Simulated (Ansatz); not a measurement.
# Computed properties of ScAlN2 (ordering on rocksalt)

All numbers come from Ansatz. Spin-unpolarised throughout. Whether this structure exists isn't addressed.

The cell is ScAlN2 as one 4-atom ordering (R-3m) on the rocksalt lattice; cell and atoms were relaxed with r2SCAN. It is trigonal, R-3m (No. 166); a = 3.037 Å, c = 14.746 Å in the conventional setting, 9.82 Å³ an atom. Sc is surrounded by 6 N at 2.20 Å; Al is surrounded by 6 N at 2.09 Å; N is surrounded by 3 Al at 2.09 Å and 3 Sc at 2.20 Å.

```yaml
crystal:
  lattice:
    - [1.51847, 0.87669, 4.91539]
    - [-1.51847, 0.87669, 4.91539]
    - [0.00000, -1.75337, 4.91539]
  atoms:
    - { symbol: Sc, position: [0.00000, 0.00000, 0.00000] }
    - { symbol: Al, position: [0.50000, 0.50000, 0.50000] }
    - { symbol: N, position: [0.24331, 0.24331, 0.24331] }
    - { symbol: N, position: [0.75669, 0.75669, 0.75669] }
```

Relaxed lattice by functional, symmetry kept:
```csv
functional,k mesh,a (Å),c (Å),volume (Å³/atom)
PBE,8×8×8,3.055,14.808,9.98
r2SCAN,8×8×8,3.037,14.746,9.82
```

Gaps on the r2SCAN cell, each the least over its mesh and the special points:
```csv
level,k mesh,gap (eV),kind,edges,least direct gap (eV),rough cost
PBE,10×10×10,0.76,indirect,Γ → F,2.56,5 core-seconds
r2SCAN,10×10×10,1.18,indirect,Γ → F,3.02,11 core-seconds
HSE06,6×6×6,1.90,indirect,Γ → F,3.88,2.8 core-minutes
PBE0,6×6×6,2.60,indirect,Γ → F,4.60,3 core-minutes
"G0W0@PBE (117 empty bands, 120 eV, 6×6×6)",6×6×6,1.86,–,Γ → F (mesh),–,6 core-minutes
```
PBE: smearing of 0.02 eV; the others have fixed occupations.
Wave cutoffs: 420 eV, 500 eV (r2SCAN).
The G0W0 gap is PBE's gap over the path plus the quasiparticle shift read on the mesh. G0W0 values are finite-basis, finite-mesh values.
Costs come from shared machines and give only the order; PBE's includes the band path. The runs had 2 threads of Arm Neoverse V2, with other jobs on the host.

The HSE06 gap is indirect, 1.90 eV (Γ to F), below the direct gap of 3.88 eV at S₂–F (0.80 of the way from S₂). With r2SCAN, at Γ the top three valence levels group as 1+2 from the top, spread over 342 meV.

Set against the finite-basis gap of 1.86 eV from G0W0@PBE (117 empty bands, 120 eV, 6×6×6), the closest functional is HSE06, which differs by +0.04 eV, at about 16 times r2SCAN's rough cost; G0W0 itself took about 30 times r2SCAN's rough cost. The others: r2SCAN -0.68, PBE0 +0.74, PBE -1.10 eV. The yardstick's own error is a tenth of an eV or more. r2SCAN covers 37 % of the step from PBE to HSE06, while HSE06 needs about 16 times r2SCAN's rough cost (on a coarser mesh). All these functionals give a gap of the same kind, indirect.

r2SCAN (ground state on 8×8×8): The clamped-ion dielectric constant comes out as 7.19 along x and y, 7.04 along z. Born charges, averaged over directions: Sc +3.91, Al +3.20, N -3.55 e.

The splittings at Γ are without spin-orbit coupling, which regroups them where it is of like size.
